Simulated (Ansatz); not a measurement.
Here are 2 structures of TiTe2, each relaxed with r2SCAN+rVV10 (Ansatz 0.2.0). The cells were built from prototypes, so some may not be known phases; spin polarisation is off.

- CdI2 type: the symmetry is P-3m1 (No. 164, trigonal); conventional cell a = 3.791 Å, c = 6.554 Å, 27.19 Å³ an atom. Around Ti lie 6 Te at 2.77 Å; around Te lie 3 Ti at 2.77 Å.
- CdCl2 type: the symmetry is R-3m (No. 166, trigonal); conventional cell a = 3.775 Å, c = 20.606 Å, 28.26 Å³ an atom. Ti is surrounded by 6 Te at 2.77 Å; Te is surrounded by 3 Ti at 2.77 Å.

Problem. Which is lowest in energy with r2SCAN+rVV10, and by how much?

Solution. Among these cells the lowest with r2SCAN+rVV10 is CdI2 type, 13 meV an atom below the next, CdCl2 type. Other structures, not computed here, could lie lower.

Problem. Does the order change among the functionals that relaxed these cells?

Solution. Not for the lowest cell. PBE-D3(BJ) agrees on the lowest cell. PBE-D3(BJ): CdI2 type 0, CdCl2 type 31 meV an atom.

Problem. What gaps does r2SCAN give on these cells?

Solution. CdI2 type: none (overlap 0.57); CdCl2 type: none (overlap 0.59) (eV; d direct, i indirect).

Problem. What gaps does PBE give on these cells?

Solution. CdI2 type: none (overlap 0.62); CdCl2 type: none (overlap 0.62) (eV; d direct, i indirect).

Spin-orbit coupling is left out, which matters wherever the heavy atoms make up the band edges.

Where bands overlap the cell is a metal at that level, and these k meshes limit energies, forces and stress.
